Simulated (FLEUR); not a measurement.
# SnTe (Fm-3m) in FLEUR: band structure with LDA

Aim: the band structure of SnTe with LDA.

All numbers are computed with FLEUR MaX-R8.1 (later development tree); they aren't measurements. Logs are shortened: lines on timing, memory, paths and dates and some standing lists are left out, and cuts for length are marked.

**What was measured.**

From a printed reference work, textbook, for a bulk crystal of SnTe at 300 K: band gap 0.18 eV (direct).

The results are compared with them further down.

### 1 The structure

It takes space group Fm-3m (No. 225, cubic). Conventional cell: a = 6.302 Å, b = 6.302 Å, c = 6.302 Å, α = 90.00°, β = 90.00°, γ = 90.00°. Around Te (site symmetry m-3m) lie 6 Sn at 3.15 Å. Sn (site symmetry m-3m) has 6 Te at 3.15 Å as nearest neighbours.

### 2 Band structure, LDA

Contents of inp.xml:

```xml
<?xml version="1.0" encoding="UTF-8" standalone="no"?>
<fleurInput fleurInputVersion="0.39">
   <comment>
      SnTe                                                                                                
   </comment>
   <calculationSetup>
      <cutoffs Kmax="4.1" Gmax="12.7" GmaxXC="12.7" numbands="0"/>
      <scfLoop itmax="60" minDistance="0.00001" maxIterBroyd="15" imix="Anderson" alpha="0.05" precondParam="0.0" spinf="2.0" sdNocoIR="T"/>
      <coreElectrons ctail="T" frcor="F" kcrel="0" coretail_lmax="0"/>
      <xcFunctional name="vwn" relativisticCorrections="F"/>
      <magnetism jspins="1"/>
      <soc l_soc="F" theta="0.0" phi="0.0" spav="F"/>
      <expertModes spex="0" secvar="F"/>
      <geometryOptimization l_f="F" forcealpha="1.0" forcemix="BFGS" epsdisp="0.00001" epsforce="0.00001"/>
      <ldaU l_linMix="F" mixParam="0.05" spinf="1.0"/>
   </calculationSetup>
   <cell>
      <bzIntegration valenceElectrons="44.0" mode="hist" fermiSmearingEnergy="0.00183747">
         <kPointListSelection listName="default-1"/>
         <!-- k-points included here -->
         <xi:include xmlns:xi="http://www.w3.org/2001/XInclude" href="kpts.xml"> </xi:include>
      </bzIntegration>
      <!-- symmetry operations included here -->
      <xi:include xmlns:xi="http://www.w3.org/2001/XInclude" href="sym.xml"> </xi:include>
      <bulkLattice scale="1.0">
[... 33 lines left out ...]
         </electronConfig>
         <energyParameters s="5" p="5" d="4" f="4"/>
         <lo type="SCLO" l="0" n="4" eDeriv="0"/>
         <lo type="SCLO" l="1" n="4" eDeriv="0"/>
         <lo type="SCLO" l="1" n="4" eDeriv="1"/>
         <lo type="SCLO" l="2" n="4" eDeriv="2"/>
         <lo type="SCLO" l="3" n="4" eDeriv="2"/>
      </species>
   </atomSpecies>
   <atomGroups>
      <atomGroup species="Tellurium (Te)">
         <relPos label="                   1">1.000/2.000 1.000/2.000 1.000/2.000</relPos>
         <force calculate="T" relaxXYZ="TTT"/>
      </atomGroup>
      <atomGroup species="Tin (Sn)">
         <relPos label="                   2">.0000000000 .0000000000 .0000000000</relPos>
         <force calculate="T" relaxXYZ="TTT"/>
      </atomGroup>
   </atomGroups>
   <output dos="F" band="F" slice="F">
      <checks vchk="F" cdinf="F"/>
      <bandDOS minEnergy="-.5*Htr" maxEnergy="0.5*Htr" sigma="0.015" storeEVData="T"/>
      <vacuumDOS vacdos="F" integ="F" star="F" nstars="0" locx1="0.0" locy1="0.0" locx2="0.0" locy2="0.0" nstm="0" tworkf="0.0"/>
      <unfoldingBand unfoldBand="F" supercellX="1" supercellY="1" supercellZ="1"/>
      <plotting iplot="0" polar="F">
         <plot TwoD="T" vec1="  1.0  0.0  0.0" vec2="  0.0  1.0  0.0" vec3="  0.0  0.0  1.0" zero="  0.0  0.0  0.0" file="plot"/>
      </plotting>
      <chargeDensitySlicing numkpt="0" minEigenval="0.0" maxEigenval="0.0" nnne="0" pallst="F"/>
      <specialOutput eonly="F"/>
      <moessbauerParams electricFieldGradient="T" isomerShift="T" coreHyperfine="T" valenceHyperfine="T"/>
      <magneticCircularDichroism mcd="F" energyLo="-10.0" energyUp="0.0"/>
   </output>
  <!-- We include the file relax.xml here to enable relaxations (see documentation) -->
  <xi:include xmlns:xi="http://www.w3.org/2001/XInclude" href="relax.xml"> <xi:fallback/> </xi:include>
</fleurInput>
```

Contents of crystal.txt:

```
SnTe
&input cartesian=F /
0.0000000000  3.1508500000  3.1508500000
3.1508500000  0.0000000000  3.1508500000
3.1508500000  3.1508500000  0.0000000000
1.8897261246
1.0 1.0 1.0

2
52 0.5000000000  0.5000000000  0.5000000000
50 0.0000000000  0.0000000000  0.0000000000

&kpt div1=7 div2=7 div3=7 gamma=T /
```

Contents of inp.xml (bands):

```
<?xml version="1.0" encoding="UTF-8" standalone="no"?>
<fleurInput fleurInputVersion="0.39">
   <comment>
      SnTe                                                                                                
   </comment>
   <calculationSetup>
      <cutoffs Kmax="4.1" Gmax="12.7" GmaxXC="12.7" numbands="0"/>
      <scfLoop itmax="60" minDistance="0.00001" maxIterBroyd="15" imix="Anderson" alpha="0.05" precondParam="0.0" spinf="2.0" sdNocoIR="T"/>
      <coreElectrons ctail="T" frcor="F" kcrel="0" coretail_lmax="0"/>
      <xcFunctional name="vwn" relativisticCorrections="F"/>
      <magnetism jspins="1"/>
      <soc l_soc="F" theta="0.0" phi="0.0" spav="F"/>
      <expertModes spex="0" secvar="F"/>
      <geometryOptimization l_f="F" forcealpha="1.0" forcemix="BFGS" epsdisp="0.00001" epsforce="0.00001"/>
      <ldaU l_linMix="F" mixParam="0.05" spinf="1.0"/>
   </calculationSetup>
   <cell>
      <bzIntegration valenceElectrons="44.0" mode="hist" fermiSmearingEnergy="0.00183747">
         <kPointListSelection listName="path-1"/>
         <!-- k-points included here -->
         <xi:include xmlns:xi="http://www.w3.org/2001/XInclude" href="kpts.xml"> </xi:include>
      </bzIntegration>
      <!-- symmetry operations included here -->
      <xi:include xmlns:xi="http://www.w3.org/2001/XInclude" href="sym.xml"> </xi:include>
      <bulkLattice scale="1.0">
[... 33 lines left out ...]
         </electronConfig>
         <energyParameters s="5" p="5" d="4" f="4"/>
         <lo type="SCLO" l="0" n="4" eDeriv="0"/>
         <lo type="SCLO" l="1" n="4" eDeriv="0"/>
         <lo type="SCLO" l="1" n="4" eDeriv="1"/>
         <lo type="SCLO" l="2" n="4" eDeriv="2"/>
         <lo type="SCLO" l="3" n="4" eDeriv="2"/>
      </species>
   </atomSpecies>
   <atomGroups>
      <atomGroup species="Tellurium (Te)">
         <relPos label="                   1">1.000/2.000 1.000/2.000 1.000/2.000</relPos>
         <force calculate="T" relaxXYZ="TTT"/>
      </atomGroup>
      <atomGroup species="Tin (Sn)">
         <relPos label="                   2">.0000000000 .0000000000 .0000000000</relPos>
         <force calculate="T" relaxXYZ="TTT"/>
      </atomGroup>
   </atomGroups>
   <output dos="F" band="T" slice="F">
      <checks vchk="F" cdinf="F"/>
      <bandDOS minEnergy="-.5*Htr" maxEnergy="0.5*Htr" sigma="0.015" storeEVData="T"/>
      <vacuumDOS vacdos="F" integ="F" star="F" nstars="0" locx1="0.0" locy1="0.0" locx2="0.0" locy2="0.0" nstm="0" tworkf="0.0"/>
      <unfoldingBand unfoldBand="F" supercellX="1" supercellY="1" supercellZ="1"/>
      <plotting iplot="0" polar="F">
         <plot TwoD="T" vec1="  1.0  0.0  0.0" vec2="  0.0  1.0  0.0" vec3="  0.0  0.0  1.0" zero="  0.0  0.0  0.0" file="plot"/>
      </plotting>
      <chargeDensitySlicing numkpt="0" minEigenval="0.0" maxEigenval="0.0" nnne="0" pallst="F"/>
      <specialOutput eonly="F"/>
      <moessbauerParams electricFieldGradient="T" isomerShift="T" coreHyperfine="T" valenceHyperfine="T"/>
      <magneticCircularDichroism mcd="F" energyLo="-10.0" energyUp="0.0"/>
   </output>
  <!-- We include the file relax.xml here to enable relaxations (see documentation) -->
  <xi:include xmlns:xi="http://www.w3.org/2001/XInclude" href="relax.xml"> <xi:fallback/> </xi:include>
</fleurInput>
```

Potentials or basis: all-electron, FLAPW.

On the command line:

```console
inpgen -f crystal.txt -profile fastHighL
# inp.xml edited to the form shown
fleur_MPI
fleur_MPI   # second run, on inp.xml (bands)
```

The program printed:

```text
Welcome to FLEUR        (www.flapw.de)
      MaX-Release 8.1          (www.max-centre.eu)

 ========== k-point set info ==========
 Selected k-point list: default-1
 k-point list type: mesh
 7 x 7 x 7
 Number of k points: 20

 ------------Calculation Setup---------------------------
 Number of MPI-tasks      :            1
 Number of PE/node        :            1
 Number of OMP-threads    :            1
 Most efficient MPI parallelization for:
           1           2           4           5          10          20
 Additional eigenvalue parallelization possible
 Number of basis functions:          615
 Approximate size of matrices (H+S) per k-point:         0.006 GB
 --------------------------------------------------------
 Iteration:     1   Distance:       4.68940362 me/bohr^3
 Iteration:     2   Distance:       4.38275387 me/bohr^3
 Iteration:     3   Distance:       1.85380217 me/bohr^3
 Iteration:     4   Distance:       0.67314218 me/bohr^3
 Iteration:     5   Distance:       0.51854220 me/bohr^3
 Iteration:     6   Distance:       0.05383683 me/bohr^3
 Iteration:     7   Distance:       0.04270341 me/bohr^3
 Iteration:     8   Distance:       0.01515738 me/bohr^3
 Iteration:     9   Distance:       0.00216089 me/bohr^3
 Iteration:    10   Distance:       0.00091703 me/bohr^3
 Iteration:    11   Distance:       0.00017603 me/bohr^3
 Iteration:    12   Distance:       0.00002159 me/bohr^3
 Iteration:    13   Distance:       0.00002410 me/bohr^3
 Iteration:    14   Distance:       0.00000157 me/bohr^3

 ********************************************************************
 Run finished successfully
 Stop message:
   all done
 ********************************************************************
```

output (bands):

```text
Welcome to FLEUR        (www.flapw.de)
      MaX-Release 8.1          (www.max-centre.eu)

 ========== k-point set info ==========
 Selected k-point list: path-1
 k-point list type: path
 Number of k points: 60

 ------------Calculation Setup---------------------------
 Number of MPI-tasks      :            1
 Number of PE/node        :            1
 Number of OMP-threads    :            1
 Most efficient MPI parallelization for:
           1           2           3           4           5           6          10          12          15          20          30          60
 Additional eigenvalue parallelization possible
 Number of basis functions:          615
 Approximate size of matrices (H+S) per k-point:         0.006 GB
 --------------------------------------------------------
 Fermi energy correction for metals:
 Fermi energy in bands.* files may not be consistent with last density.
 Please correct it manually (e.g. in band.gnu file).

 Note: Band structure data (together with different weights) is also stored in the banddos.hdf file.
       A convenient way of extracting and plotting the data from that file is by making use of the

 ********************************************************************
 Run finished successfully
 Stop message:
   Charge density postprocessing done.
 ********************************************************************
```

out.xml (last iteration):

```text
<iteration numberForCurrentRun="   14" overallNumber="   14">
         <energyParameters units="Htr">
            <atomicEP atomType="1" spin="1" branch="5s" branchLowest="-5.60" branchHighest="0.28" value="-0.1840224260"/>
            <atomicEP atomType="1" spin="1" branch="5p" branchLowest="-3.77" branchHighest="0.91" value="0.1199763877"/>
            <atomicEP atomType="1" spin="1" branch="5d" branchLowest="-1.10" branchHighest="2.01" value="0.3698774567"/>
            <atomicEP atomType="1" spin="1" branch="4f" branchLowest="-9.99" branchHighest="1.51" value="0.5280814307"/>
            <loAtomicEP atomType="1" spin="1" branch="4p" branchLowest="-29.08" branchHighest="-3.77" value="-3.7861292494"/>
            <loAtomicEP atomType="1" spin="1" branch="4p" branchLowest="-29.08" branchHighest="-3.77" value="-3.7861292494"/>
            <loAtomicEP atomType="1" spin="1" branch="4d" branchLowest="-20.15" branchHighest="-1.10" value="-1.1107103375"/>
            <loAtomicEP atomType="1" spin="1" branch="4d" branchLowest="-20.15" branchHighest="-1.10" value="-1.1107103375"/>
            <loAtomicEP atomType="1" spin="1" branch="5s" branchLowest="-5.60" branchHighest="0.28" value="-0.1840224260"/>
            <loAtomicEP atomType="1" spin="1" branch="4f" branchLowest="-9.99" branchHighest="1.51" value="0.5280814549"/>
            <atomicEP atomType="2" spin="1" branch="5s" branchLowest="-4.51" branchHighest="0.61" value="-0.0432855182"/>
            <atomicEP atomType="2" spin="1" branch="5p" branchLowest="-2.89" branchHighest="1.22" value="0.1844754185"/>
            <atomicEP atomType="2" spin="1" branch="4d" branchLowest="-17.00" branchHighest="-0.52" value="-0.5413902629"/>
            <atomicEP atomType="2" spin="1" branch="4f" branchLowest="-9.99" branchHighest="1.75" value="0.5437915240"/>
            <loAtomicEP atomType="2" spin="1" branch="4s" branchLowest="-30.59" branchHighest="-4.51" value="-4.5126562559"/>
            <loAtomicEP atomType="2" spin="1" branch="4p" branchLowest="-25.24" branchHighest="-2.89" value="-2.9008670643"/>
            <loAtomicEP atomType="2" spin="1" branch="4p" branchLowest="-25.24" branchHighest="-2.89" value="-2.9008670643"/>
            <loAtomicEP atomType="2" spin="1" branch="4d" branchLowest="-17.00" branchHighest="-0.52" value="-0.5542011097"/>
            <loAtomicEP atomType="2" spin="1" branch="4f" branchLowest="-9.99" branchHighest="1.75" value="0.5437932656"/>
         </energyParameters>
         <eigenvalues>
            <eigenvaluesAt spin="1" ikpt="1" k_x="0.00000000" k_y="0.00000000" k_z="0.00000000">
                      -4.5126551732       -3.7744055653       -3.7744055653       -3.7744055653       -2.8922699479
                      -2.8922699479       -2.8922699479       -1.1139987518       -1.1139987518       -1.1137888854
                      -1.1137888854       -1.1137888854       -0.5565146258       -0.5565146258       -0.5561904056
                      -0.5561904056       -0.5561904056       -0.2284259924        0.0654116616        0.1658890309
                       0.1658890309        0.1658890309        0.3645737231        0.3645737231        0.3645737231
                       0.4217126284        0.4217126284        0.4217126284        0.4928198497        0.5024704611
                       0.5024704611        0.5340637224        0.9158149917        0.9158149917
            </eigenvaluesAt>
            <eigenvaluesAt spin="1" ikpt="2" k_x="0.00000000" k_y="0.00000000" k_z="0.14285714">
                      -4.5126551665       -3.7744055253       -3.7744055211       -3.7744055211       -2.8922699841
                      -2.8922699010       -2.8922699010       -1.1139962423       -1.1139962423       -1.1137855165
[... 61 lines left out ...]
            <totalCharge value="101.9999999965"/>
         </allElectronCharges>
         <moessbauerParams unitsHFF="kG" unitsIS="e/bohr^3" unitsEFG="Htr/bohr^2">
            <coreIsomerShift atomType="1" isTotal="231267.02653">
               <shell n="1" l="0" isomerShift="200865.35733"/>
               <shell n="2" l="0" isomerShift="23911.65242"/>
               <shell n="2" l="1" isomerShift="630.31266"/>
               <shell n="3" l="0" isomerShift="4721.53564"/>
               <shell n="3" l="1" isomerShift="135.08900"/>
               <shell n="4" l="0" isomerShift="1003.07945"/>
               <shell n="3" l="2" isomerShift="0.00003"/>
            </coreIsomerShift>
            <coreIsomerShift atomType="2" isTotal="192846.84169">
               <shell n="1" l="0" isomerShift="168669.20924"/>
               <shell n="2" l="0" isomerShift="19765.17672"/>
               <shell n="2" l="1" isomerShift="476.23745"/>
               <shell n="3" l="0" isomerShift="3836.31680"/>
               <shell n="3" l="1" isomerShift="99.90146"/>
               <shell n="3" l="2" isomerShift="0.00002"/>
            </coreIsomerShift>
            <isomerShift atomType="1" nucleusRadius="0.0001189" averageDensity="231389.12160"/>
            <isomerShift atomType="2" nucleusRadius="0.0001161" averageDensity="193713.49905"/>
            <electricFieldGradient atomType="1" VXX="0.00000" VYY="0.00000" VZZ="0.00000" asymParam="0.00000">
            </electricFieldGradient>
            <electricFieldGradient atomType="2" VXX="0.00000" VYY="0.00000" VZZ="0.00000" asymParam="0.00000">
            </electricFieldGradient>
         </moessbauerParams>
         <totalEnergy                                    value="   -12965.0608220616" units="Htr">
            <sumOfEigenvalues                            value="    -7851.3083981825">
               <coreElectrons value="-7786.0131183427"/>
               <valenceElectrons value="-65.2952798398"/>
            </sumOfEigenvalues>
            <densityCoulombPotentialIntegral value="-21089.8771456877"/>
            <densityEffectivePotentialIntegral value="-21528.1532771663"/>
            <chargeDenXCDenIntegral value="-330.4814430856"/>
            <FockExchangeEnergyValence value="0.0000000000"/>
            <FockExchangeEnergyCore value="0.0000000000"/>
            <atomTypeDependentContributions atomType="1">
               <electronNucleiInteractionDifferentMTs value="8237.3906223009"/>
               <MadelungTerm value="-24.0767066407"/>
            </atomTypeDependentContributions>
            <atomTypeDependentContributions atomType="2">
               <electronNucleiInteractionDifferentMTs value="7482.2946110832"/>
               <MadelungTerm value="-22.7237450911"/>
            </atomTypeDependentContributions>
            <tkbTimesEntropy value="0.0000017287"/>
            <freeEnergy value="-12965.0608237902"/>
            <extrapolationTo0K value="-12965.0608229259"/>
         </totalEnergy>
         <densityConvergence units="me/bohr^3">
            <chargeDensity spin="1" distance="0.0000015663"/>
         </densityConvergence>
      </iteration>
```

Wall time 42 s (1 thread of Intel Xeon Platinum 8375C at 2.90GHz (Ice Lake), shared host); peak memory 0.07 GiB.

Results:

```yaml
Free_energy: -352797.2778 eV
Band_gap_along_the_path: 0.11 eV, direct
Valence_electrons_inside_the_program's_atomic_spheres: Te 20.14; Sn 20.14 (radii Te 2.66, Sn 2.66 bohr)
```

Levels at the corners of the path, in eV from the Fermi level:
```csv
point,band 20,band 21,band 22,band 23,band 24,band 25
Γ,-2.15,-2.15,-2.15,3.26,3.26,3.26
X,-5.58,-3.74,-3.74,2.18,4.82,4.82
W,-4.83,-4.83,-0.85,0.77,4.60,4.60
K,-5.18,-3.25,-2.75,2.97,3.03,4.17
Γ,-2.15,-2.15,-2.15,3.26,3.26,3.26
L,-1.79,-1.79,-0.08,0.02,0.32,0.32
U,-5.18,-3.25,-2.75,2.97,3.03,4.17
W,-4.83,-4.83,-0.85,0.77,4.60,4.60
L,-1.79,-1.79,-0.08,0.02,0.32,0.32
K,-5.18,-3.25,-2.75,2.97,3.03,4.17
U,-5.18,-3.25,-2.75,2.97,3.03,4.17
X,-5.58,-3.74,-3.74,2.18,4.82,4.82
```

Core levels (eV from the Fermi level):
| atom | levels |
| --- | --- |
| 1 Te | 1s1/2 -31567.1, 2s1/2 -4836.5, 2p1/2 -4533.5, 2p3/2 -4259.4, 3s1/2 -958.3, 3p1/2 -833.5, 3p3/2 -782.5, 4s1/2 -159.2, 3d3/2 -561.5, 3d5/2 -550.8 |
| 2 Sn | 1s1/2 -28957.6, 2s1/2 -4367.9, 2p1/2 -4082.0, 2p3/2 -3851.7, 3s1/2 -839.1, 3p1/2 -722.8, 3p3/2 -680.8, 3d3/2 -474.4, 3d5/2 -465.7 |

Caveat: this odd mesh misses L, where the gap lies, so gap, dielectric constants and Born charges aren't listed; spin-orbit coupling is left out, which moves the levels of the heavy elements.

### 3 Comparison with measurements

Step 2. Measured gap of SnTe: 0.18 eV (direct; 300 K; a printed reference work, textbook). This calculation gives 0.11 eV (-0.07 eV). Spin-orbit coupling on Sn, Te is left out. The value is that of LDA, without temperature or zero-point motion. Semilocal functionals fall short of measured gaps as a rule.
